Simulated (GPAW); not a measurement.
Crystal: InPd.

```
In Pd
1.0
     3.27188    0.00000    0.00000
     0.00000    3.27188    0.00000
     0.00000    0.00000    3.27188
In Pd
1 1
Cartesian
  0.0000 0.0000 0.0000
  1.6359 1.6359 1.6359
```

The cell comes from a database or a generator and needn't be the stable form of this composition.

Base run:

```yaml
Program: GPAW 26.7.0
Functional: revPBE
Potentials_or_basis: the program's PAW data sets (release 1.2.1) made for this functional
Cutoff: 600 eV
Basis: pw
k_mesh: 8 × 8 × 8
Occupations: fermi-dirac, width 0.05 eV
Spin: no spin polarisation
```

Its results: pressure 5.8 GPa.

Task: After a change of settings the same cell gave: pressure -7.2 GPa. Which change was it?
A. functional from revPBE to PBEsol; potentials or basis from the program's PAW data sets (release 1.2.1) made for this functional to PAW data sets generated in the run's folder for this functional
B. functional from revPBE to SCAN; potentials or basis from the program's PAW data sets (release 1.2.1) made for this functional to GPAW PAW data sets (gpaw-data 1.2.1)
C. functional from revPBE to LDA
D. functional from revPBE to AM05; potentials or basis from the program's PAW data sets (release 1.2.1) made for this functional to PAW data sets generated in the run's folder for this functional

Result: C.

LDA binds more tightly than revPBE, so the same cell stands under less pressure.

Runs at the PBE level aren't shown here.
